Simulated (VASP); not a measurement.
A run of VASP 6.6.1:

The input INCAR:

```
PREC = Accurate ; ENCUT = 520
EDIFF = 1E-6 ; ISMEAR = 0
SIGMA = 0.1 ; LREAL = F
LASPH = T ; NELM = 100
ALGO = Fast ; ISIF = 2
LWAVE = F ; LCHARG = T
GGA = PE ; LELF = T
LVHAR = T ; NBANDS = 18
```

Contents of KPOINTS:

```
regular mesh
0
Gamma
  14 14 12
```

File POSCAR:

```
CuAu
1.0
    2.8920326470      0.0000000000      0.0000000000
    0.0000000000      2.8920326470      0.0000000000
    0.0000000000      0.0000000000      3.5876026256
Cu Au
1 1
Direct
    0.5000000000      0.5000000000      0.5000000000
    0.0000000000      0.0000000000      0.0000000000
```

Potentials or basis: VASP PAW PBE potentials, release 64 (Cu, Au).

Launch:

```bash
$ cat potpaw_PBE.64/Cu/POTCAR potpaw_PBE.64/Au/POTCAR > POTCAR
$ mpirun -np 1 vasp_std > vasp.out
```

Hardware: 1 thread of Intel(R) Xeon(R) Platinum 8259CL CPU @ 2.50GHz (Skylake/Cascade Lake), with other jobs on the host.

How long does it take, and how much memory?

Wall time 90 s on 1 thread of Intel(R) Xeon(R) Platinum 8259CL CPU @ 2.50GHz (Skylake/Cascade Lake), with other jobs on the host, peak memory 0.26 GiB. Counts: scf iterations 16, k points 252.
